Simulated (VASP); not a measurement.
**SnSe: relaxation of cell and atoms with LDA**

SnSe:

```
Sn Se
1.0
     0.00000    2.95033    2.95033
     2.95033    0.00000    2.95033
     2.95033    2.95033    0.00000
Sn Se
1 1
Direct
  0.00000 0.00000 0.00000
  0.50000 0.50000 0.50000
```

The cell was built by a generator and needn't be a form met in nature.

```
Program                : VASP 6.6.1
Task                   : relaxation of cell and atoms
Functional             : LDA
Potentials or basis    : VASP PAW LDA potentials, release 64 (Sn_d, Se)
Cutoff                 : 600 eV
k mesh                 : 10 × 10 × 10
Occupations            : gaussian, width 0.03 eV
Spin                   : no spin polarisation
Further INCAR settings : ALGO = Normal; EDIFF = 1e-07; IBRION = 2; EDIFFG = -0.005; NSW = 90; ISIF = 3
```

| Property | Result |
| --- | --- |
| Pressure after relaxing | 0.0 GPa |
| Band gap on the k mesh | 0.43 eV, indirect (least direct gap 0.57 eV) |

Final structure:
```
Sn Se
1.0
     0.00000    2.95033    2.95033
     2.95033    0.00000    2.95033
     2.95033    2.95033    0.00000
Sn Se
1 1
Direct
  0.00000 0.00000 0.00000
  0.50000 0.50000 0.50000
```

Levels at points of the mesh, in eV from the valence-band top:
```tsv
k point	band 7	band 8	band 9	band 10	band 11	band 12	band 13	band 14
(0.00, 0.00, 0.00)	-4.99	-2.34	-2.34	-2.34	4.44	4.44	4.44	5.79
(0.50, 0.00, 0.00)	-8.43	-2.07	-2.07	-0.14	0.76	1.14	1.14	8.32
(0.50, 0.50, 0.00)	-6.13	-5.90	-3.92	-3.92	2.78	5.59	5.59	6.27
```

Run time: 35 s on 1 thread of Intel(R) Xeon(R) Platinum 8259CL CPU @ 2.50GHz (Skylake/Cascade Lake) (shared host), peak memory 0.2 GiB.

Caveat: the relaxation stopped at its first step, so nothing moved; spin-orbit coupling is left out, which moves the levels of the heavy elements. A k mesh can miss the band edges.
